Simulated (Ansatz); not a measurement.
Zinc-blende AlSb was calculated with r²SCAN+rVV10 (PAW; Ansatz, a program for electronic structure).

Numerical settings: plane-wave cutoff 600 eV, 12×12×12 k mesh, finite displacements, scalar-relativistic PAW data made under PBE.

Cell (relaxed at this level):

AlSb is modelled in the cubic space group F-43m (No. 216), the zinc blende structure, Pearson symbol cF8. Cell: a = b = c = 6.1579 Å, α = β = γ = 90.00°. Al on 4a sees 4 Sb at 2.666 Å (tetrahedral). Sb on 4c is coordinated by 4 Al at 2.666 Å (tetrahedral). (Neighbours: up to the widest gap in distance over summed covalent radii, below 1.35, at either atom; cation-cation and far metal-metal contacts left out.)
(The calculation used a cell of 2 atoms; values per cell refer to that cell.)

Estimate the zone-centre TO phonon frequency that the calculation returns.


zone-centre TO phonon frequency: 317 cm⁻¹

Measured, for comparison: zone-centre TO phonon frequency 323 cm⁻¹ (temperature not stated, no zero-point or thermal correction; as tabulated in Giannozzi et al., Phys. Rev. B (1991)). Computed (rounded) less measured: zone-centre TO phonon frequency -2 %.

Spin–orbit coupling is not included.
